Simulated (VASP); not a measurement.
# C, partial densities of the band edges: which settings are enough?

C, Fd-3m (no. 227), 2 atoms in the cell. PBE, partial densities of the band edges; PAW potentials C (PBE set). VASP 6.6.1.

Wanted: valence top by element within 0.01 shares; conduction bottom by element within 0.01 shares; evenness of the valence-top density within 0.02 (∫n)²/(V∫n²); evenness of the conduction-bottom density within 0.02 (∫n)²/(V∫n²).

POSCAR:
```
C
1.0
    0.0000000000      1.7833700000      1.7833700000
    1.7833700000      0.0000000000      1.7833700000
    1.7833700000      1.7833700000      0.0000000000
C
2
Direct
    0.7500000000      0.7500000000      0.7500000000
    0.5000000000      0.5000000000      0.5000000000
```

The series start from Cutoff ENCUT (eV): 500; k mesh: 6 × 6 × 6; PREC: Accurate; SCF threshold EDIFF (eV): 1e-6; ISYM: -1. Each series keeps the choices made before it, and each single choice may use up half of a tolerance. Times cover all steps of a run.

## Cutoff ENCUT (eV)

| Cutoff ENCUT (eV) | Valence top by element, largest deviation (shares) | Conduction bottom by element, largest deviation (shares) | Evenness of the valence-top density ((∫n)²/(V∫n²)) | Evenness of the conduction-bottom density ((∫n)²/(V∫n²)) | Time (s) |
|---|---|---|---|---|---|
| 250 | 0.000 | 0.000 | 0.452 | 0.645 | 7.1 |
| 300 | 0.000 | 0.000 | 0.453 | 0.631 | 7.2 |
| 350 | 0.000 | 0.000 | 0.449 | 0.625 | 8.2 |
| 400 | 0.000 | 0.000 | 0.449 | 0.622 | 8.3 |
| 500 | 0.000 | 0.000 | 0.447 | 0.622 | 14 |
| 600 | 0.000 | 0.000 | 0.447 | 0.622 | 16 |
| 750 (reference) | 0.000 | 0.000 | 0.447 | 0.622 | 18 |

## k mesh

| k mesh | Valence top by element, largest deviation (shares) | Conduction bottom by element, largest deviation (shares) | Evenness of the valence-top density ((∫n)²/(V∫n²)) | Evenness of the conduction-bottom density ((∫n)²/(V∫n²)) | Time (s) |
|---|---|---|---|---|---|
| 4 × 4 × 4 | 0.000 | 0.000 | 0.453 | 0.555 | 4.8 |
| 5 × 5 × 5 | 0.000 | 0.000 | 0.453 | 0.679 | 5.6 |
| 6 × 6 × 6 | 0.000 | 0.000 | 0.453 | 0.631 | 7.2 |
| 7 × 7 × 7 | 0.000 | 0.000 | 0.453 | 0.696 | 9.3 |
| 9 × 9 × 9 (reference) | 0.000 | 0.000 | 0.453 | 0.631 | 14 |

## PREC

| PREC | Valence top by element, largest deviation (shares) | Conduction bottom by element, largest deviation (shares) | Evenness of the valence-top density ((∫n)²/(V∫n²)) | Evenness of the conduction-bottom density ((∫n)²/(V∫n²)) | Time (s) |
|---|---|---|---|---|---|
| Accurate | 0.000 | 0.000 | 0.453 | 0.631 | 14 |
| Normal | 0.000 | 0.000 | 0.453 | 0.631 | 10 |
| Single | 0.000 | 0.000 | 0.453 | 0.631 | 12 |

## SCF threshold EDIFF (eV)

| SCF threshold EDIFF (eV) | Valence top by element, largest deviation (shares) | Conduction bottom by element, largest deviation (shares) | Evenness of the valence-top density ((∫n)²/(V∫n²)) | Evenness of the conduction-bottom density ((∫n)²/(V∫n²)) | Time (s) |
|---|---|---|---|---|---|
| 0.001 | 0.000 | 0.000 | 0.453 | 0.631 | 11 |
| 0.0001 | 0.000 | 0.000 | 0.453 | 0.631 | 11 |
| 1e-5 | 0.000 | 0.000 | 0.453 | 0.631 | 12 |
| 1e-6 | 0.000 | 0.000 | 0.453 | 0.631 | 14 |
| 1e-7 (reference) | 0.000 | 0.000 | 0.453 | 0.631 | 14 |

## ISYM

| ISYM | Valence top by element, largest deviation (shares) | Conduction bottom by element, largest deviation (shares) | Evenness of the valence-top density ((∫n)²/(V∫n²)) | Evenness of the conduction-bottom density ((∫n)²/(V∫n²)) | Time (s) |
|---|---|---|---|---|---|
| -1 | 0.000 | 0.000 | 0.453 | 0.631 | 11 |
| 2 | 0.000 | 0.000 | 0.453 | 0.849 | 3.8 |

## Question

The rows run from the loosest to the tightest (no order: PREC, ISYM). For each series: choose the loosest value from which every tighter one stays within half of the tolerance; where there is no order, keep the first row unless others stay within half of the tolerance and take at least 30 % less time, and then take the fastest.

## Answer

- Cutoff ENCUT (eV): 300
- k mesh: 9 × 9 × 9, the tightest run, since the next looser one is off by more than half of the tolerance (convergence isn't shown beyond it)
- PREC: Accurate
- SCF threshold EDIFF (eV): 0.001
- ISYM: -1

## All choices together

| Input | Valence top by element, largest deviation (shares) | Conduction bottom by element, largest deviation (shares) | Evenness of the valence-top density ((∫n)²/(V∫n²)) | Evenness of the conduction-bottom density ((∫n)²/(V∫n²)) | Time (s) |
|---|---|---|---|---|---|
| program defaults, k points 0.5 per Å apart (naive) | 0.000 | 0.000 | 0.449 | 0.894 | 3.2 |
| chosen settings | 0.000 | 0.000 | 0.453 | 0.631 | 11 |
| reference settings throughout | 0.000 | 0.000 | 0.447 | 0.622 | 47 |

The chosen settings stay within the tolerance of the reference run, but the reference itself isn't shown to be converged in: k mesh.

Values of the reference run: Valence top by element: 1 in the order of the elements; Conduction bottom by element: 1 in the order of the elements.

## The input

INCAR.step1:
```
SYSTEM = C
PREC     = Accurate       ! precision mode
ENCUT    = 300            ! plane-wave cutoff, eV
EDIFF    = 0.001          ! SCF threshold, eV
ISMEAR   = 0              ! smearing method
SIGMA    = 0.02           ! smearing width, eV
LASPH    = .TRUE.         ! aspherical terms in the spheres
LREAL    = .FALSE.        ! projectors in reciprocal space
ALGO     = Normal         ! electronic algorithm
NELM     = 120            ! most SCF steps
LWAVE    = .TRUE.         ! write WAVECAR
LCHARG   = .FALSE.        ! write CHGCAR
NBANDS   = 11             ! bands
KPAR     = 2            
GGA      = PE             ! functional
ISYM     = -1            
```

INCAR.step2, as INCAR.step1 but for:
```
- LWAVE = .TRUE.
- KPAR = 2
+ ISTART = 1
+ LWAVE = .FALSE.
+ LPARD = .TRUE.
+ IBAND = 2 3 4
+ KPUSE = 1
```

INCAR.step3, as INCAR.step2 but for:
```
- IBAND = 2 3 4
- KPUSE = 1
+ IBAND = 5
+ KPUSE = 31
```

INCAR.step4, as INCAR.step3 but for:
```
- IBAND = 5
- KPUSE = 31
+ NBMOD = -2
+ EINT = 9.2987 9.7997
```

INCAR.step5, as INCAR.step4 but for:
```
- NBMOD = -2
- EINT = 9.2987 9.7997
+ IBAND = 4 5
+ LSEPB = .TRUE.
```

KPOINTS:
```
Automatic mesh
0
Gamma
  9 9 9
  0 0 0
```

Commands (each step's output is kept before the next begins):
```
cat potpaw_PBE.64/C/POTCAR > POTCAR
cp INCAR.step1 INCAR
mpirun -np 2 vasp_std > vasp.out
cp INCAR.step2 INCAR
mpirun -np 1 vasp_std > vasp.out
mv PARCHG PARCHG.valence_top
cp INCAR.step3 INCAR
mpirun -np 1 vasp_std > vasp.out
mv PARCHG PARCHG.conduction_bottom
cp INCAR.step4 INCAR
mpirun -np 1 vasp_std > vasp.out
mv PARCHG PARCHG.top_0.5_eV_of_the_valence_band
cp INCAR.step5 INCAR
mpirun -np 1 vasp_std > vasp.out
```

The chosen input took VASP 6.6.1 11 s on 2 cores (Intel Xeon Platinum 8259CL @ 2.50GHz (Skylake/Cascade Lake)), a shared host.

## An input that fails: band index beyond the bands computed

VASP's message: One or more band numbers passed in IBAND are larger than the total number of bands in WAVECAR. Please adjust your input and restart.

Changes against the starting input:
```
(step 2)
- IBAND = 2 3 4
+ IBAND = 999
```
